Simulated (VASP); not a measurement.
Set up this calculation in VASP 6.6.1, as the native input.

- Task: single point
- Functional: HSE06
- Potentials or basis: VASP PAW PBE potentials, release 64 (Zn, O)
- Cutoff: 520 eV
- k mesh: 6 × 6 × 4
- Occupations: fermi-dirac, width 0.02 eV
- Spin: no spin polarisation
- Grid for exact exchange (PRECFOCK): Fast
- Screening parameter: 0.2 1/A
- Further INCAR settings: ALGO = Normal; EDIFF = 1e-06

Crystal: ZnO (zincite).

```
Zn O
1.0
     3.24931    0.00000    0.00000
    -1.62465    2.81398    0.00000
     0.00000    0.00000    5.20571
Zn O
2 2
Direct
  0.33333 0.66667 0.50000
  0.66667 0.33333 0.00000
  0.66667 0.33333 0.37901
  0.33333 0.66667 0.87901
```

These files were run (other wordings do the same):

POSCAR

```
ZnO
1.0
    3.2493080000      0.0000000000      0.0000000000
   -1.6246540000      2.8139832727      0.0000000000
    0.0000000000      0.0000000000      5.2057090000
Zn O
2 2
Direct
    0.3333333333      0.6666666667      0.5000000000
    0.6666666667      0.3333333333      0.0000000000
    0.6666666667      0.3333333333      0.3790100000
    0.3333333333      0.6666666667      0.8790100000
```

INCAR.step1

```
PREC = Accurate ; ENCUT = 520
EDIFF = 1E-5 ; ISMEAR = -1
SIGMA = 0.02 ; LREAL = False
LASPH = True ; NELM = 80
ALGO = Normal ; ISIF = 2
LWAVE = True ; GGA = PE
KPAR = 4
```

INCAR.step2

```
PREC = Accurate ; ENCUT = 520
EDIFF = 1E-6 ; ISMEAR = -1
SIGMA = 0.02 ; LREAL = False
LASPH = True ; NELM = 80
ALGO = Normal ; ISIF = 2
LWAVE = False ; LCHARG = True
GGA = PE ; LHFCALC = True
HFSCREEN = 0.2 ; PRECFOCK = Fast
LVHAR = True ; ISTART = 1
KPAR = 4
```

KPOINTS

```
regular mesh
0
Gamma
  6 6 4
```

Potentials or basis: VASP PAW PBE potentials, release 64 (Zn, O).

The run is started by

```console
$ cat potpaw_PBE.64/Zn/POTCAR potpaw_PBE.64/O/POTCAR > POTCAR
$ cp INCAR.step1 INCAR
$ mpirun -np 4 vasp_std > vasp.out
$ cp INCAR.step2 INCAR
$ mpirun -np 4 vasp_std > vasp.out
```

Results of the run:

* Pressure: 1.7 GPa
* Largest force: 0.083 eV/Å
* Band gap on the k mesh: 2.50 eV, direct

Caveat: the PAW data sets were made with another functional, which shifts forces and pressure a little.

Run time: 15 min on 4 MPI ranks on AMD EPYC 7R13 Processor (Zen 3) (shared host), peak memory 0.25 GiB a rank.
